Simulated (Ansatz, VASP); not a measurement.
## Two plane-wave programs on B

```
B
1.0
    -1.19331    1.19331    1.19331
     1.19331   -1.19331    1.19331
     1.19331    1.19331   -1.19331
B
1
Direct
  0.00000 0.00000 0.00000
```

Alike in both runs: task single point; functional PBEsol; k mesh 21 × 21 × 21; occupations fermi-dirac, width 0.1 eV; no spin polarisation.

|  | VASP | Ansatz |
| --- | --- | --- |
| version | VASP 6.6.1 | Ansatz 0.2.0 |
| potentials or method | VASP PAW PBE potentials, release 64 (B) | plane waves (420 eV) with PAW, scalar-relativistic |
| plane-wave cutoff (eV) | 520 | 420 |
| valence electrons in the cell | 3 | 3 |

|  | VASP | Ansatz | Ansatz less VASP |
| --- | --- | --- | --- |
| pressure (GPa) | -20.6 | -20.7 | -0.08 |

Ansatz warned: «pseudo_functional_mismatch».

Caveats: so large a pressure means that the cell lies far from this level's equilibrium, or that cutoff or potentials fall short (VASP); the potentials were made for another functional, which shifts forces and pressure (VASP).
